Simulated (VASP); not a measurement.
**NaF in VASP 6.6.1, single-point calculation**

INCAR

```
IBRION = -1
GGA = CA
ISIF = 2
NBANDS = 9
ENCUT = 520
NELM = 120
NSW = 0
LWAVE = .FALSE.
SIGMA = 0.01
LCHARG = .FALSE.
EDIFF = 1E-7
LASPH = .TRUE.
ISMEAR = 0
PREC = Accurate
LREAL = .FALSE.
```

KPOINTS

```
KPOINTS created by Atomic Simulation Environment
0
Gamma
10 10 10
0 0 0
```

POSCAR

```
Na F
 1.0000000000000000
     2.7934851914443364   -0.0000000000000000   -0.0000000000000000
    -0.0000000000000000    2.7934851914443364   -0.0000000000000000
    -0.0000000000000000   -0.0000000000000000    2.7934851914443364
 Na  F
   1   1
Cartesian
 -0.0000000000000000  0.0000000000000000  0.0000000000000000
  1.3967425957221682  1.3967425957221682  1.3967425957221682
```

The recommended LDA PAW datasets give the neutral cell 14 valence electrons.

Command

```
mpirun -np 1 vasp_std
```

**Question.** How does this run end, and what does it give?

**Answer.** It converged. Results: gap between bands v and c on the k mesh 5.78 eV; least direct gap on the k mesh 6.13 eV; pressure -3.6 GPa. Band v is the last that the valence electrons fill when counted band by band, and c is the next.

OSZICAR

```
N       E                     dE             d eps       ncg     rms          rms(c)
DAV:   1     0.100782707033E+03    0.10078E+03   -0.87174E+03  1011   0.195E+03
DAV:   2    -0.547206748378E+01   -0.10625E+03   -0.98998E+02  1187   0.348E+02
DAV:   3    -0.983944744746E+01   -0.43674E+01   -0.43607E+01  1064   0.883E+01
DAV:   4    -0.988681264195E+01   -0.47365E-01   -0.47356E-01  1170   0.949E+00
DAV:   5    -0.988720230372E+01   -0.38966E-03   -0.38965E-03  1151   0.831E-01    0.484E+00
DAV:   6    -0.911835221692E+01    0.76885E+00   -0.36787E+00  1120   0.228E+01    0.171E+00
DAV:   7    -0.907852553326E+01    0.39827E-01   -0.39000E-02  1030   0.390E+00    0.931E-01
DAV:   8    -0.905501158553E+01    0.23514E-01   -0.24546E-02  1052   0.545E+00    0.110E-01
DAV:   9    -0.905517308857E+01   -0.16150E-03   -0.26703E-03  1101   0.715E-01    0.580E-02
DAV:  10    -0.905512294244E+01    0.50146E-04   -0.59880E-04  1061   0.294E-01    0.206E-02
DAV:  11    -0.905511470102E+01    0.82414E-05   -0.56872E-05  1115   0.159E-01    0.176E-03
DAV:  12    -0.905511479779E+01   -0.96769E-07   -0.18892E-06  1063   0.213E-02    0.797E-04
DAV:  13    -0.905511481307E+01   -0.15275E-07   -0.15182E-07   730   0.492E-03
   1 F= -.90551148E+01 E0= -.90551148E+01  d E =-.870044E-20
```

For comparison, a separate LDA run of the intended cell, on usual settings and not on those above, gives a gap of 5.78 eV on its mesh and a pressure of -3.6 GPa.
